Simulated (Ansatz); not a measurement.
# Pressure series in Sb2Te3

Base system: Sb₂Te₃ in the Bi2Te3 type structure (space group R-3m, No. 166; a = 4.276 Å, c = 29.825 Å (hexagonal axes)).

Cell and atoms are relaxed at each pressure.

Computed with PBE-D3(BJ)/PAW in Ansatz (an electronic-structure program), scalar-relativistic without spin-orbit coupling.

Notes on the quantities. enthalpy: H = E + PV relative to the base's energy.

| change | c/a ratio | density | enthalpy |
|---|---|---|---|
| base | 6.975 | 6.61 g/cm³ | – |
| pressure −1 GPa | [?] | 6.42 g/cm³ | -0.20 eV/atom |
| pressure 1.5 GPa | 6.945 | 6.83 g/cm³ | +0.29 eV/atom |
| pressure 3 GPa | 6.946 | [?] | +0.57 eV/atom |
| pressure 5 GPa | [?] | 7.24 g/cm³ | +0.94 eV/atom |
| pressure 7.5 GPa | 7.097 | 7.51 g/cm³ | +1.38 eV/atom |
| pressure 10 GPa | [?] | 7.77 g/cm³ | +1.80 eV/atom |

**Question.** What belongs in the blanks?

**Answer.** 
- pressure −1 GPa, c/a ratio: 7.035
- pressure 3 GPa, density: 7.02 g/cm³
- pressure 5 GPa, c/a ratio: 6.972
- pressure 10 GPa, c/a ratio: 7.302

The mesh was chosen for an insulator and is coarse for the gapless case. Load acts through the strain it causes; cell and atoms are relaxed under it. No phonon test of stability was made. Competing high-pressure phases were not computed. All final runs are without spin polarisation.
